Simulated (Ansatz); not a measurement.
# Sc3Br: the cost of one run

Computed with Ansatz 0.2.0 (DFT PBE, scalar-relativistic, plane waves, PAW, unless a step's input says otherwise).

## Step 1: The system as given

Symmetry: P6/mmm, No. 191, hexagonal system. Conventional cell: a = 4.646 Å, b = 4.646 Å, c = 4.903 Å, α = 90.00°, β = 90.00°, γ = 120.00°. Sc (site symmetry 6/mmm) has 2 Br at 2.45 Å as nearest neighbours. Sc (site symmetry -6m2) is surrounded by 3 Sc at 2.68 Å and 3 Br at 2.68 Å. Br (site symmetry 6/mmm) is surrounded by 8 Sc at 2.45 to 2.68 Å.

As a file:

```
CELL_PARAMETERS angstrom
4.64600 0.00000 0.00000
-2.32300 4.02356 0.00000
0.00000 0.00000 4.90337
ATOMIC_POSITIONS crystal
Sc 0.00000 0.00000 0.50000
Sc 0.33333 0.66667 0.00000
Sc 0.66667 0.33333 0.00000
Br 0.00000 0.00000 0.00000
```

This is candidate A: Li3N type (P6/mmm, No. 191).

(A quick probe on a coarse mesh, which set the mesh and smearing, is not shown.)

## Step 3: Rough relaxation on the coarse mesh (candidate A)

File input.yaml:

```yaml
crystal:
  lattice:
    - [4.6460021753, 0.0, 0.0]
    - [-2.3230010877, 4.0235559099, 0.0]
    - [0.0, 0.0, 4.9033731754]
  atoms:
    - { symbol: Sc, position: [0.0, 0.0, 0.5] }
    - { symbol: Sc, position: [0.3333333333, 0.6666666667, 0.0] }
    - { symbol: Sc, position: [0.6666666667, 0.3333333333, 0.0] }
    - { symbol: Br, position: [0.0, 0.0, 0.0] }
basis:
  ecutwfc: 420
kpoints:
  mp_grid: { grid: [6, 6, 4] }
hamiltonian:
  xc: pbe
scf:
  occupations: { method: gaussian, width: 0.1 }
  lower_state_search: "off"
output:
  forces: true
  stress: true
  eigenvalues: true
relax:
  adjacent_minimum: "off"
  f_tol: 0.04
  max_steps: 70
  cell: { stress_tol: 0.4 }
```

Launch:

```bash
$ ansatz run input.yaml --threads 1 --pin off --max-ram 2560MiB --backend cpu --events-out ev --progress --plain --runs-dir out
```

**Question.** How long does this run take on 1 thread of Intel Xeon Platinum 8375C at 2.90GHz (Ice Lake), shared host, and how much memory does it need?

About 16 s, with a peak of 0.44 GiB.
